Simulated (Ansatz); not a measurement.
**Co in Ansatz: the effect of functional**

The system is Co.

```xyz
2
Lattice="2.4537 0.0000 0.0000 -1.2269 2.1250 0.0000 0.0000 0.0000 4.0084" Properties=species:S:1:pos:R:3 pbc="T T T"
Co    0.0000    1.4167    2.9668
Co    1.2269    0.7083    1.0416
```

The cell isn't the ideal one: volume scaled by 0.96.

Alike in all runs:

* Program: Ansatz 0.2.0
* Task: single point
* Potentials or basis: Ansatz PAW
* k mesh: 12 × 12 × 7
* Occupations: fermi-dirac, width 0.05 eV
* Spin: collinear spin, ferromagnetic start
* Starting moments: [2.0, 2.0] μB

```csv
functional,cutoff,pressure (GPa),moment (μB),largest force (eV/Å)
LDA,420 eV (not typed: the program's choice for these potentials),-9.9,3.06,0.55
PBEsol,420 eV (not typed: the program's choice for these potentials),-0.7,3.17,0.59
r2SCAN,500 eV (not typed: the program's choice for these potentials),?,?,?
```

Question: What does the run with functional r2SCAN give?

Answer: Pressure 6.1 GPa; moment 3.55 μB; largest force 0.33 eV/Å.

Caveats: the PAW data sets come from PBE, with cores solved anew for the run's functional, which leaves a small shift of forces and pressure; the magnetic or orbital state may not be the lowest (some runs).

Runs at the PBE level aren't shown here.
